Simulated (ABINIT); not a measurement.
# TiAl3 (I4/mmm) in ABINIT: notebook

Aim: see how the results for TiAl3 move with the level of theory and the settings. Levels: PBE, LDA. Tasks: relaxation of cell and atoms.

All numbers are computed with ABINIT 10.8.3 (patched build); they aren't measurements. Logs are shortened: lines on timing, memory, paths and dates and some standing lists are left out, and cuts for length are marked. The log counts tension as positive stress, the text compression.

## 1. The structure

The structure is tetragonal, space group I4/mmm (No. 139). Conventional cell: a = 3.822 Å, b = 3.822 Å, c = 8.561 Å, α = 90.00°, β = 90.00°, γ = 90.00°. Around Ti (site symmetry 4/mmm) lie 12 Al at 2.70 to 2.87 Å. Around Al (site symmetry -4m2) lie 8 Al at 2.70 to 2.87 Å and 4 Ti at 2.87 Å. Around Al (site symmetry 4/mmm) lie 4 Ti at 2.70 Å and 8 Al at 2.87 Å.

The cell comes from a database or a generator and needn't be the stable form of this composition.

## 2. Relaxation of cell and atoms, PBE

run.abi

```
# Pseudopotentials
pp_dirpath "./"
pseudos "Ti.GGA_PBE-JTH.xml, Al.GGA_PBE-JTH.xml"

# Structure
acell 3*1.0
rprim
    -3.6114683927     3.6114683927     8.0892916522
     3.6114683927    -3.6114683927     8.0892916522
     3.6114683927     3.6114683927    -8.0892916522
ntypat 2
znucl 22 13
natom 4
typat 1 2 2 2
xred
     0.0000000000     0.0000000000     0.0000000000
     0.2500000000     0.7500000000     0.5000000000
     0.7500000000     0.2500000000     0.5000000000
     0.5000000000     0.5000000000     0.0000000000
chkprim 0
chksymtnons 0
tolsym 1.0e-6

# Plane-wave basis
ecut 15.0
pawecutdg 30.0
pawxcdev 0

# k points
kptopt 1
ngkpt 8 8 8
nshiftk 1
shiftk 0.0 0.0 0.0

# Exchange and correlation
ixc 11

# Bands and occupations
nband 15
occopt 3
tsmear 0.05 eV

# SCF cycle
nstep 100
tolvrs 1.0e-9

# Output
iomode 3
prtwf 0
prtden 0
prteig 0
prtebands 0
enunit 2

# Relaxation
ionmov 22
ntime 60
tolmxf 0.0002
optcell 2
dilatmx 1.08
ecutsm 0.5
```

Potentials or basis: JTH PAW PBE v2.0.

Command:

```sh
$ abinit run.abi > log 2>&1
```

run.abo:

```text
.Version 10.8.3 of ABINIT
 Symmetries : space group I4/m m m (#139); Bravais tI (body-center tetrag.)
================================================================================
 Values of the parameters that define the memory need of the present run
     intxc =       0    ionmov =      22      iscf =      17    lmnmax =      18
     lnmax =       6     mgfft =      40  mpssoang =       3    mqgrid =    3001
     natom =       4  nloc_mem =       2    nspden =       1   nspinor =       1
    nsppol =       1      nsym =      16    n1xccc =       1    ntypat =       2
    occopt =       3   xclevel =       2
       mpw =        1499          nfft =       64000          nkpt =          59
 PAW method is used; the additional fine FFT grid is defined by:
   mgfftf=        54    nfftf =    157464
================================================================================
================================================================================

--------------------------------------------------------------------------------
------------- Echo of variables that govern the present computation ------------
--------------------------------------------------------------------------------
 -outvars: echo values of preprocessed input variables --------
            acell      1.0000000000E+00  1.0000000000E+00  1.0000000000E+00 Bohr
              amu      4.78800000E+01  2.69815390E+01
          chkprim           0
      chksymtnons           0
          dilatmx      1.08000000E+00
             ecut      1.50000000E+01 Hartree
           ecutsm      5.00000000E-01 Hartree
           enunit           2
           ionmov          22
                       outvar_i_n : Printing only first  50 k-points.
              ixc          11
                       outvar_i_n : Printing only first  50 k-points.
         kptrlatt        8    0    0      0    8    0      0    0    8
          kptrlen      5.77834943E+01
            natom           4
            nband          15
            ngfft          40      40      40
          ngfftdg          54      54      54
             nkpt          59
            nstep         100
             nsym          16
            ntime          60
           ntypat           2
                       prtocc : prtvol=0, do not print more k-points.
           occopt           3
          optcell           2
        pawecutdg      3.00000000E+01 Hartree
         pawxcdev           0
           prtden           0
        prtebands           0
           prteig           0
            prtwf           0
            rprim     -3.6114683927E+00  3.6114683927E+00  8.0892916522E+00
                       3.6114683927E+00 -3.6114683927E+00  8.0892916522E+00
                       3.6114683927E+00  3.6114683927E+00 -8.0892916522E+00
          spgroup         139
           tolmxf      2.00000000E-04
           tolsym      1.00000000E-06
           tolvrs      1.00000000E-09
           tsmear      1.83746611E-03 Hartree
            typat      1  2  2  2
           useylm           1
                       outvars : Printing only first  50 k-points.
           xangst      0.0000000000E+00  0.0000000000E+00  0.0000000000E+00
                       1.9111067700E+00  1.1750094465E-16  2.1403343959E+00
                       1.2891415237E-16  1.9111067700E+00  2.1403343959E+00
                      -2.1963585303E-17 -2.1963585303E-17  4.2806687918E+00
            xcart      0.0000000000E+00  0.0000000000E+00  0.0000000000E+00
                       3.6114683927E+00  2.2204460493E-16  4.0446458261E+00
                       2.4361244174E-16  3.6114683927E+00  4.0446458261E+00
                      -4.1505160966E-17 -4.1505160966E-17  8.0892916522E+00
             xred      0.0000000000E+00  0.0000000000E+00  0.0000000000E+00
                       2.5000000000E-01  7.5000000000E-01  5.0000000000E-01
                       7.5000000000E-01  2.5000000000E-01  5.0000000000E-01
                       5.0000000000E-01  5.0000000000E-01 -1.1492599811E-17
            znucl       22.00000   13.00000

================================================================================

 chkinp: Checking input parameters for consistency.

================================================================================
== DATASET  1 ==================================================================

--- !DatasetInfo
iteration_state: {dtset: 1, }
dimensions: {natom: 4, nkpt: 59, mband: 15, nsppol: 1, nspinor: 1, nspden: 1, mpw: 1499, }
cutoff_energies: {ecut:  15.0, pawecutdg:  30.0, }
electrons: {nelect:   2.10000000E+01, charge:   0.00000000E+00, occopt:   3.00000000E+00, tsmear:   1.83746611E-03, }
[... 382 lines left out ...]
 -7.61114121254711E-07  0.00000000000000E+00  0.00000000000000E+00
  0.00000000000000E+00 -7.61114121255145E-07  0.00000000000000E+00
  0.00000000000000E+00  0.00000000000000E+00 -1.70551181823044E-06
 Total energy (etotal) [Ha]= -6.50239396899818E+01

 Difference of energy with previous step (new-old):
           Absolute (Ha)=-1.31899E-04
           Relative     =-2.02847E-06

 At Broyd/MD step   3, gradients are converged :
  max grad (force/stress) = 1.7055E-04 < tolmxf= 2.0000E-04 ha/bohr (free atoms)

================================================================================

 ----iterations are completed or convergence reached----

 Mean square residual over all n,k,spin=   16.617E-09; max=  56.866E-07
 reduced coordinates (array xred) for    4 atoms
      -0.000000000000      0.000000000000      0.000000000000
       0.250000000000      0.750000000000      0.500000000000
       0.750000000000      0.250000000000      0.500000000000
       0.500000000000      0.500000000000     -0.000000000000
 rms dE/dt=  7.0063E-29; max dE/dt=  1.3805E-28; dE/dt below (all hartree)
    1       0.000000000000      0.000000000000      0.000000000000
    2       0.000000000000      0.000000000000      0.000000000000
    3      -0.000000000000      0.000000000000     -0.000000000000
    4       0.000000000000      0.000000000000      0.000000000000

 cartesian coordinates (angstrom) at end:
    1      0.00000000000000     0.00000000000000    -0.00000000000000
    2      1.92351996076771     0.00000000000000     2.15420318376263
    3      0.00000000000000     1.92351996076771     2.15420318376263
    4     -0.00000000000000     0.00000000000000     4.30840636752525

 cartesian forces (hartree/bohr) at end:
    1      0.00000000000000    -0.00000000000000     0.00000000000000
    2     -0.00000000000000    -0.00000000000000    -0.00000000000000
    3     -0.00000000000000     0.00000000000000     0.00000000000000
    4      0.00000000000000    -0.00000000000000     0.00000000000000
 frms,max,avg= 1.0006970E-29 2.8864000E-29   0.000E+00  0.000E+00  0.000E+00 h/b

 cartesian forces (eV/Angstrom) at end:
    1      0.00000000000000    -0.00000000000000     0.00000000000000
    2     -0.00000000000000    -0.00000000000000    -0.00000000000000
    3     -0.00000000000000     0.00000000000000     0.00000000000000
    4      0.00000000000000    -0.00000000000000     0.00000000000000
 frms,max,avg= 5.1457911E-28 1.4842465E-27   0.000E+00  0.000E+00  0.000E+00 e/A
 length scales=  9.628747753351  9.628747753351  9.628747753351 bohr
              =  5.095313877150  5.095313877150  5.095313877150 angstroms
 Fermi (or HOMO) energy (hartree) =   0.31715   Average Vxc (hartree)=  -0.38040
 Eigenvalues (hartree) for nkpt=  59  k points:
 kpt#   1, nband= 15, wtk=  0.00195, kpt=  0.0000  0.0000  0.0000 (reduced coord)
  -1.75895   -0.88854   -0.88854   -0.88559   -0.05181    0.21216    0.22103    0.26635
   0.27224    0.27224    0.34711    0.37984    0.37984    0.39945    0.40297
      occupation numbers for kpt#   1
   2.00000    2.00000    2.00000    2.00000    2.00000    2.00000    2.00000    2.00000
   2.00000    2.00000    0.00000    0.00000    0.00000    0.00000    0.00000
 prteigrs : prtvol=0 or 1, do not print more k-points.

 Fermi (or HOMO) energy (eV) =   8.63010   Average Vxc (eV)= -10.35115
 Eigenvalues (   eV  ) for nkpt=  59  k points:
 kpt#   1, nband= 15, wtk=  0.00195, kpt=  0.0000  0.0000  0.0000 (reduced coord)
 -47.86360  -24.17843  -24.17843  -24.09805   -1.40971    5.77306    6.01463    7.24778
   7.40807    7.40807    9.44544   10.33608   10.33608   10.86972   10.96527
 prteigrs : prtvol=0 or 1, do not print more k-points.

--- !EnergyTerms
iteration_state     : {dtset: 1, itime: 3, icycle: 1, }
comment             : Components of total free energy in Hartree
kinetic             :  1.03239333062486E+01
hartree             :  1.85220842681889E+01
xc                  : -6.49021379451725E+00
Ewald energy        : -4.25511887436551E+01
psp_core            :  7.09564662676020E-01
local_psp           : -4.73061343469171E+01
PAW spherical_terms :  1.76843936015431E+00
internal            : -6.50235152878217E+01
'-kT*entropy'       : -4.25239246914233E-04
total_energy        : -6.50239405270686E+01
total_energy_eV     : -1.76939156091776E+03
...

--- !EnergyTermsDC
iteration_state     : {dtset: 1, itime: 3, icycle: 1, }
comment             : '"Double-counting" decomposition of free energy'
band_energy         : -6.35177837065274E+00
Ewald energy        : -4.25511887436551E+01
psp_core            :  7.09564662676020E-01
xc_dc               : -1.80394162923985E+01
PAW spherical_terms :  1.20930429329541E+00
internal            : -6.50235144507349E+01
'-kT*entropy'       : -4.25239246914233E-04
total_energy_dc     : -6.50239396899818E+01
total_energy_dc_eV  : -1.76939153813947E+03
...

--- !EnergyTermsWithPAWCore
iteration_state     : {dtset: 1, itime: 3, icycle: 1, }
comment             : 'Components of total free energy, including PAW core contributions'
Total energy        : -1.58233546437413E+03
Total energy DC     : -1.58233546353704E+03
Total energy (eV)   : -4.30575414917982E+04
Total energy DC (eV): -4.30575414690199E+04
...

 Cartesian components of stress tensor (hartree/bohr^3)
  sigma(1 1)= -7.61114121E-07  sigma(3 2)=  0.00000000E+00
  sigma(2 2)= -7.61114121E-07  sigma(3 1)=  0.00000000E+00
  sigma(3 3)= -1.70551182E-06  sigma(2 1)=  0.00000000E+00

-Cartesian components of stress tensor (GPa)         [Pressure=  3.1654E-02 GPa]
- sigma(1 1)= -2.23927506E-02  sigma(3 2)=  0.00000000E+00
- sigma(2 2)= -2.23927506E-02  sigma(3 1)=  0.00000000E+00
- sigma(3 3)= -5.01778901E-02  sigma(2 1)=  0.00000000E+00

== END DATASET(S) ==============================================================
================================================================================

 -outvars: echo values of variables after computation  --------
            acell      9.6287477534E+00  9.6287477534E+00  9.6287477534E+00 Bohr
           etotal     -6.5023939690E+01
            fcart      2.2787368103E-30 -6.9447217076E-30  1.0173589411E-30
                      -1.7361804269E-30 -1.4974556182E-29 -4.3601097477E-30
                      -2.8212931937E-30  2.8863999597E-29  2.3253918654E-30
                       2.2787368103E-30 -6.9447217076E-30  1.0173589411E-30
            rprim     -3.7750764862E-01  3.7750764862E-01  8.4556250535E-01
                       3.7750764862E-01 -3.7750764862E-01  8.4556250535E-01
                       3.7750764862E-01  3.7750764862E-01 -8.4556250535E-01
           strten     -7.6111412125E-07 -7.6111412126E-07 -1.7055118182E-06
                       0.0000000000E+00  0.0000000000E+00  0.0000000000E+00
           xangst      7.8969949210E-29  4.6053476938E-29 -1.1219826494E-28
                       1.9235199608E+00  4.7000377860E-16  2.1542031838E+00
                       1.2822508186E-16  1.9235199608E+00  2.1542031838E+00
                      -1.3960718979E-16  9.5394699514E-17  4.3084063675E+00
             xred     -1.0497084110E-30  7.5066031799E-30  3.2498603783E-29
                       2.5000000000E-01  7.5000000000E-01  5.0000000000E-01
                       7.5000000000E-01  2.5000000000E-01  5.0000000000E-01
                       5.0000000000E-01  5.0000000000E-01 -1.1492599811E-17
 Calculation completed.
```

Wall time 3.5 min (1 thread of AMD EPYC 7R43 (Zen 3), shared host); peak memory 0.17 GiB.

What came out:

```
Free energy                                           : -1769.3915 eV
Relaxed volume                                        : 15.94 Å³/atom
Relaxed cell                                          : a = 5.095 Å, b = 5.095 Å, c = 5.095 Å, α = 135.64°, β = 135.64°, γ = 64.54°
Space group after relaxing (to 0.05 Å)                : I4/mmm (No. 139)
Energy gained by relaxing                             : 2.1 meV/atom
Ionic steps                                           : 3
Pressure after relaxing                               : 0.0 GPa
Band gap on the k mesh                                : none (metal or under the smearing width)
Valence electrons inside the program's atomic spheres : Ti 10.19; Al 0.76, 0.78
```

The path:
| step | energy change (eV) | largest force (eV/Å) | pressure (GPa) | volume (Å³) |
| --- | --- | --- | --- | --- |
| 1 | 0.0000 | 0.0000 | 2.18 | 62.54 |
| 2 | -0.0047 | 0.0000 | 1.42 | 62.95 |
| 3 | -0.0082 | 0.0000 | 0.03 | 63.76 |

Final structure:
```
CELL_PARAMETERS angstrom
-1.92352 1.92352 4.30841
1.92352 -1.92352 4.30841
1.92352 1.92352 -4.30841
ATOMIC_POSITIONS crystal
Ti 0.00000 0.00000 0.00000
Al 0.25000 0.75000 0.50000
Al 0.75000 0.25000 0.50000
Al 0.50000 0.50000 0.00000
```

## 3. Relaxation of cell and atoms, PBE

Changes to run.abi since step 2:

```diff
@@ -24,4 +24,4 @@
 # Plane-wave basis
-ecut 15.0
-pawecutdg 30.0
+ecut 18.0
+pawecutdg 36.0
 pawxcdev 0
@@ -30,3 +30,3 @@
 kptopt 1
-ngkpt 8 8 8
+ngkpt 6 6 6
 nshiftk 1
@@ -53,7 +53,8 @@
 enunit 2
+prtvol 2
 
 # Relaxation
-ionmov 22
+ionmov 2
 ntime 60
-tolmxf 0.0002
+tolmxf 0.0001
 optcell 2
```

Potentials or basis: JTH PAW PBE v2.0.

Command:

```sh
$ abinit run.abi > log 2>&1
```

Wall time 2.7 min (1 thread of Arm Neoverse V2, shared host); peak memory 0.18 GiB.

It converged, with:

```yaml
Free_energy: -1769.4001 eV
Relaxed_volume: 15.94 Å³/atom
Relaxed_cell: a = 5.098 Å, b = 5.098 Å, c = 5.098 Å, α = 135.69°, β = 135.69°, γ = 64.47°
Space_group_after_relaxing_to_0.05_Å: I4/mmm (No. 139)
Energy_gained_by_relaxing: 2.0 meV/atom
Ionic_steps: 6
Pressure_after_relaxing: 0.0 GPa
Band_gap_on_the_k_mesh: none (metal or under the smearing width)
Valence_electrons_inside_the_program's_atomic_spheres: Ti 10.19; Al 0.77, 0.78
```

The path:
| step | energy change (eV) | largest force (eV/Å) | pressure (GPa) | volume (Å³) |
| --- | --- | --- | --- | --- |
| 1 | 0.0000 | 0.0000 | 2.13 | 62.54 |
| 2 | -0.0045 | 0.0000 | 1.39 | 62.95 |
| 3 | -0.0081 | 0.0000 | 0.03 | 63.74 |
| 4 | -0.0081 | 0.0000 | 0.00 | 63.76 |
| 5 | -0.0081 | 0.0000 | -0.02 | 63.77 |
| 6 | -0.0081 | 0.0000 | -0.01 | 63.76 |

Final structure:
```cif
data_structure
_symmetry_space_group_name_H-M 'P 1'
_symmetry_Int_Tables_number 1
_cell_length_a 5.0979
_cell_length_b 5.0979
_cell_length_c 5.0979
_cell_angle_alpha 135.686
_cell_angle_beta 135.686
_cell_angle_gamma 64.466
_cell_volume 63.76
loop_
_atom_site_label
_atom_site_type_symbol
_atom_site_fract_x
_atom_site_fract_y
_atom_site_fract_z
_atom_site_occupancy
Ti1 Ti 0.00000 0.00000 0.00000 1
Al1 Al 0.25000 0.75000 0.50000 1
Al2 Al 0.75000 0.25000 0.50000 1
Al3 Al 0.50000 0.50000 0.00000 1
```

Levels at points of the mesh, in eV from the Fermi level:
```csv
k point,band 8,band 9,band 10,band 11,band 12,band 13,band 14,band 15
"(0.00, 0.00, 0.00)",-1.40,-1.22,-1.22,0.80,1.70,1.70,2.24,2.34
"(0.50, 0.00, 0.00)",-2.98,-1.07,-0.27,0.49,1.76,2.06,2.66,3.13
"(0.50, 0.50, 0.00)",-3.74,-2.71,-2.21,-0.99,1.72,1.89,2.65,2.76
"(0.50, 0.50, 0.50)",-0.94,-0.94,-0.23,0.69,0.69,0.91,3.04,4.59
```

Caveat: the k mesh is coarse (spacing up to 0.39 Å⁻¹), so the values aren't converged.

## 4. Relaxation of cell and atoms, LDA

Changes to run.abi since step 3:

```diff
@@ -26,3 +26,2 @@
 pawecutdg 36.0
-pawxcdev 0
 
@@ -35,3 +34,3 @@
 # Exchange and correlation
-ixc 11
+ixc 7
```

Command:

```sh
$ abinit run.abi > log 2>&1
```

Run time: 2.5 min. Hardware: 1 thread of Arm Neoverse V2, shared host; peak memory 0.15 GiB.

It converged, with:

- Free energy: -1772.7610 eV
- Relaxed volume: 15.27 Å³/atom
- Relaxed cell: a = 5.028 Å, b = 5.028 Å, c = 5.028 Å, α = 135.74°, β = 135.74°, γ = 64.38°
- Space group after relaxing (to 0.05 Å): I4/mmm (No. 139)
- Energy gained by relaxing: 3.2 meV/atom
- Ionic steps: 6
- Pressure after relaxing: 0.0 GPa
- Band gap on the k mesh: none (metal or under the smearing width)
- Valence electrons inside the program's atomic spheres: Ti 10.28; Al 0.81, 0.82

The path:
```csv
step,energy change (eV),largest force (eV/Å),pressure (GPa),volume (Å³)
1,0.0000,0.0000,-2.65,62.54
2,-0.0071,0.0000,-1.78,62.03
3,-0.0128,0.0000,0.07,61.02
4,-0.0128,0.0000,0.01,61.05
5,-0.0128,0.0000,-0.01,61.06
6,-0.0128,0.0000,-0.01,61.07
```

Final structure:
```
CELL_PARAMETERS angstrom
-1.89408 1.89408 4.25537
1.89408 -1.89408 4.25537
1.89408 1.89408 -4.25537
ATOMIC_POSITIONS crystal
Ti 0.00000 0.00000 0.00000
Al 0.25000 0.75000 0.50000
Al 0.75000 0.25000 0.50000
Al 0.50000 0.50000 0.00000
```

Levels at points of the mesh, in eV from the Fermi level:
```tsv
k point	band 9	band 10	band 11	band 12	band 13	band 14
(0.00, 0.00, 0.00)	-1.26	-1.26	0.85	1.84	1.84	2.36
(0.50, 0.00, 0.00)	-1.09	-0.30	0.50	1.81	2.18	2.78
(0.50, 0.50, 0.00)	-2.69	-2.23	-1.04	1.81	1.94	2.79
(0.50, 0.50, 0.50)	-0.89	-0.24	0.70	0.70	0.96	3.17
```

Caveat: the k mesh is coarse (spacing up to 0.39 Å⁻¹), so the values aren't converged; the PAW data sets were made with another functional, which shifts forces and pressure a little.

## 5. Overview

```tsv
level	k mesh	cutoff (eV)	optimiser (ionmov)	force stop (Ha/bohr)	fine-grid cutoff	mesh quality	gap on the mesh (eV)	pressure (GPa)	relaxed volume (Å³/atom)
PBE	8 × 8 × 8	408	22	0.0002	816.342 eV	not flagged	none	0.0	15.94
PBE	6 × 6 × 6	490	2	0.0001	979.61 eV	coarse	none	0.0	15.94
LDA	6 × 6 × 6	490	2	0.0001	979.61 eV	coarse	none	0.0	15.27
```

Alike in all rows: task relaxation of cell and atoms; potentials or basis JTH PAW PBE v2.0; no spin polarisation; cell relaxed; smearing fermi-dirac 0.05 eV.

Caveats: some runs use coarse meshes; the PAW data sets were made with another functional, which shifts forces and pressure a little (some runs).

Absolute energies hang on the potentials; compare differences alone.
